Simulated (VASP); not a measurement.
# Ge (Fd-3m) in VASP: a series of runs, part 2 of 2

VASP 6.6.1. Earlier steps stand in the parts before.

### 3 Phonons, PBEsol

Input file POSCAR:

```
Ge
1.0
    0.0000000000      2.8289100000      2.8289100000
    2.8289100000      0.0000000000      2.8289100000
    2.8289100000      2.8289100000      0.0000000000
Ge
2
Direct
    0.7500000000      0.7500000000      0.7500000000
    0.5000000000      0.5000000000      0.5000000000
```

Input file INCAR.step1:

```
PREC = Accurate
ENCUT = 600
EDIFF = 1E-8
ISMEAR = -1
SIGMA = 0.05
LREAL = False
LASPH = True
NELM = 100
ALGO = Fast
ISIF = 3
LWAVE = False
LCHARG = False
GGA = PS
IBRION = 2
NSW = 40
EDIFFG = -0.002
```

Input file INCAR.step2:

```
PREC = Accurate
ENCUT = 600
EDIFF = 1E-8
ISMEAR = -1
SIGMA = 0.05
LREAL = False
LASPH = True
NELM = 100
ALGO = Fast
ISIF = 2
LWAVE = False
LCHARG = False
GGA = PS
IBRION = 6
NFREE = 2
POTIM = 0.015
NSW = 1
```

Input file KPOINTS:

```
regular mesh
0
Gamma
  6 6 6
```

Potentials or basis: VASP PAW PBE potentials, release 64 (Ge_d).

Launch:

```bash
cat potpaw_PBE.64/Ge_d/POTCAR > POTCAR
cp INCAR.step1 INCAR
mpirun -np 1 vasp_std > vasp.out
cp CONTCAR POSCAR
cp INCAR.step2 INCAR
mpirun -np 1 vasp_std > vasp.out
```

OUTCAR:

```text
PREC = Accurate
   ENCUT = 600
   EDIFF = 1E-8
   ISMEAR = -1
   LREAL = False
   LASPH = True
   NELM = 100
   ISIF = 2
   GGA = PS
   IBRION = 6
   NFREE = 2
   POTIM = 0.015
   NSW = 1

 ion  position               nearest neighbor table
   1  0.750  0.750  0.750-   2 2.46   2 2.46   2 2.46   2 2.46
   2  0.500  0.500  0.500-   1 2.46   1 2.46   1 2.46   1 2.46

  LATTYP: Found a face centered cubic cell.
 ALAT       =     5.6776467565

  Lattice vectors:

 A1 = (   0.0000000000,   2.8388233782,   2.8388233782)
 A2 = (   2.8388233782,   0.0000000000,   2.8388233782)
 A3 = (   2.8388233782,   2.8388233782,   0.0000000000)

Analysis of symmetry for initial positions (statically):
=====================================================================
 Subroutine PRICEL returns:
 Original cell was already a primitive cell.

 Routine SETGRP: Setting up the symmetry group for a
 face centered cubic supercell.

 Subroutine GETGRP returns: Found 48 space group operations
 (whereof 24 operations were pure point group operations)
 out of a pool of 48 trial point group operations.

The static configuration has the point symmetry T_d .
 The point group associated with its full space group is O_h .

Analysis of symmetry for dynamics (positions and initial velocities):
=====================================================================
 Subroutine PRICEL returns:
 Original cell was already a primitive cell.

 Routine SETGRP: Setting up the symmetry group for a
 face centered cubic supercell.
[... 229 lines left out ...]

 E-fermi :   4.7692     XC(G=0): -10.0732

 val. band max:        4.7015521183   @ k =   0.0000   0.0000   0.0000
 cond. band min:       4.7700156637   @ k =   0.0000   0.0000   0.0000
 fundamental gap:      0.0684635453
 Fermi energy:         4.7691524291

 k-point     1 :       0.0000    0.0000    0.0000
  band No.  band energies     occupation
      1     -19.9782      2.00000
      2     -19.9756      2.00000
      3     -19.9728      2.00000
      4     -19.9400      2.00000
      5     -19.9399      2.00000
      6     -19.7356      2.00000
[... 481 lines left out ...]
      5     -19.8775      2.00000
      6     -19.8050      2.00000
[... 10 lines left out ...]
     17       9.7271      0.00000
     18      11.1106      0.00000

 [... further k-points ...]

------------------------ aborting loop because EDIFF is reached ----------------------------------------

  FORCE on cell =-STRESS in cart. coord.  units (eV):
  Direction    XX          YY          ZZ          XY          YZ          ZX
  --------------------------------------------------------------------------------------
  -------------------------------------------------------------------------------------
  Total        0.0009698      0.0036073      0.0036073      0.0000000      0.1317500      0.0000000
  in kB        0.0339577      0.1263124      0.1263124      0.0000000      4.6133470      0.0000000
  external PRESSURE =       0.0955275 kB  Pullay stress =       0.0000000 kB
[... 17 lines left out ...]
  FREE ENERGIE OF THE ION-ELECTRON SYSTEM (eV)
  ---------------------------------------------------
  free  energy   TOTEN  =        -9.8280246140 eV

  energy  without entropy=       -9.8262434256  energy(sigma->0) =       -9.82713402

 INTERNAL STRAIN TENSORS FROM DISPLACED ATOMS
 ============================================

 INTERNAL STRAIN TENSOR FOR ION    1 for displacements in x,y,z  (eV/Angst):
          X           Y           Z          XY          YZ          ZX
  --------------------------------------------------------------------------------
  x    -0.00000     0.00000     0.00000     0.00000    -8.78250     0.00000
  y     0.00000    -0.00000     0.00000     0.00000     0.00000    -8.78250
  z     0.00000     0.00000    -0.00000    -8.78250     0.00000     0.00000

 INTERNAL STRAIN TENSOR FOR ION    2 for displacements in x,y,z  (eV/Angst):
          X           Y           Z          XY          YZ          ZX
  --------------------------------------------------------------------------------
  x     0.00000     0.00000     0.00000     0.00000     8.78250     0.00000
  y     0.00000     0.00000     0.00000     0.00000     0.00000     8.78250
  z     0.00000     0.00000     0.00000     8.78250     0.00000     0.00000

 Eigenvectors and eigenvalues of the dynamical matrix
 ----------------------------------------------------

   1 f  =    7.974001 THz    50.102129 2PiTHz  265.984058 cm-1    32.977805 meV
             X         Y         Z           dx          dy          dz
      4.258235  4.258235  4.258235     0.000000    0.000000    0.707107
      2.838823  2.838823  2.838823     0.000000   -0.000000   -0.707107
[... 16 lines left out ...]
   5 f  =    0.000000 THz     0.000000 2PiTHz    0.000001 cm-1     0.000000 meV
             X         Y         Z           dx          dy          dz
      4.258235  4.258235  4.258235     0.464394    0.327506    0.420807
      2.838823  2.838823  2.838823     0.464394    0.327506    0.420807

   6 f/i=    0.000000 THz     0.000000 2PiTHz    0.000001 cm-1     0.000000 meV
             X         Y         Z           dx          dy          dz
      4.258235  4.258235  4.258235     0.533068   -0.299062   -0.355528
      2.838823  2.838823  2.838823     0.533068   -0.299062   -0.355528

 ELASTIC MODULI CONTR FROM IONIC RELAXATION (kBar)
 Direction    XX          YY          ZZ          XY          YZ          ZX
 --------------------------------------------------------------------------------
 XX          -0.0000      0.0000      0.0000      0.0000     -0.0000      0.0000
 YY           0.0000     -0.0000      0.0000      0.0000      0.0000     -0.0000
 ZZ           0.0000      0.0000     -0.0000     -0.0000      0.0000      0.0000
 XY           0.0000      0.0000     -0.0000   -285.9459      0.0000      0.0000
 YZ          -0.0000      0.0000      0.0000      0.0000   -285.9459      0.0000
 ZX           0.0000     -0.0000      0.0000      0.0000      0.0000   -285.9459
 --------------------------------------------------------------------------------
```

Run time: 49 s. Hardware: 1 thread of Intel Xeon 6975P-C (Granite Rapids), shared host; peak memory 0.21 GiB.

Results:

| Property | Result |
| --- | --- |
| Relaxed volume | 22.88 Å³/atom |
| Relaxed cell | a = 4.015 Å, b = 4.015 Å, c = 4.015 Å, α = 60.00°, β = 60.00°, γ = 60.00° |
| Space group after relaxing (to 0.05 Å) | Fd-3m (No. 227) |
| Highest phonon frequency at Γ | 266 cm⁻¹ |

Step by step:
| step | energy change (eV) | largest force (eV/Å) | pressure (GPa) | volume (Å³) |
| --- | --- | --- | --- | --- |
| 1 | 0.0000 | 0.0000 | 0.67 | 45.28 |
| 2 | -0.0009 | 0.0000 | -0.20 | 45.90 |
| 3 | -0.0010 | 0.0000 | 0.01 | 45.76 |

Final structure:
```cif
data_structure
_symmetry_space_group_name_H-M 'P 1'
_symmetry_Int_Tables_number 1
_cell_length_a 4.0147
_cell_length_b 4.0147
_cell_length_c 4.0147
_cell_angle_alpha 60.000
_cell_angle_beta 60.000
_cell_angle_gamma 60.000
_cell_volume 45.76
loop_
_atom_site_label
_atom_site_type_symbol
_atom_site_fract_x
_atom_site_fract_y
_atom_site_fract_z
_atom_site_occupancy
Ge1 Ge 0.75000 0.75000 0.75000 1
Ge2 Ge 0.50000 0.50000 0.50000 1
```

Phonon frequencies in cm⁻¹ (negative: imaginary):
```
              q point        frequencies
(0.000, 0.000, 0.000)  0 0 0 266 266 266
```

Caveat: the PAW data sets were made with another functional, which shifts forces and pressure a little.
